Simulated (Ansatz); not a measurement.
**Ni3Ge under changes of volume**

One of the cells (11.000 Å³/atom); the others are scaled copies at fixed shape and fractional positions:

```
Ge Ni
1.0
     3.53033    0.00000    0.00000
     0.00000    3.53033    0.00000
     0.00000    0.00000    3.53033
Ge Ni
1 3
Direct
  0.00000 0.00000 0.00000
  0.50000 0.50000 0.00000
  0.00000 0.50000 0.50000
  0.50000 0.00000 0.50000
```

The cell comes from a database or a generator and needn't be the stable form of this composition.

```yaml
Program: Ansatz 0.2.0
Functional: LDA
Potentials_or_basis: Ansatz PAW
Cutoff: "420 eV (not typed: the program's choice for these potentials)"
k_mesh: 8 × 8 × 8
Occupations: fermi-dirac, width 0.05 eV
Spin: collinear spin, ferromagnetic start
Starting_moments: "[0.0, 1.0, 1.0, 1.0] μB"
```

```csv
volume (Å³/atom),energy over the lowest point (meV/atom),pressure (GPa)
10.340,?,?
10.560,0.00,1.3
10.780,1.60,-3.5
11.000,9.39,-7.7
11.220,22.69,-11.5
11.440,40.83,-14.8
11.660,63.28,-17.8
```

Task: What does the run at 10.340 Å³/atom give?

Result: Energy over the lowest point 5.40 meV/atom; pressure 6.7 GPa.

Worked out: A Birch-Murnaghan fit of order 3 (a polynomial in V^(-2/3)) to the other rows has its minimum at 10.62 Å³/atom with B0 = V·E''(V) = 238 GPa and B' = 4.9. It gives 5.41 meV/atom at 10.340 Å³/atom, against the run's 5.40, and -dE/dV = 6.7 GPa, against 6.7.

Energies are extrapolated to zero smearing.

Caveats: the PAW data sets come from PBE, with cores solved anew for the run's functional, which leaves a small shift of forces and pressure; the starting moments weren't kept.
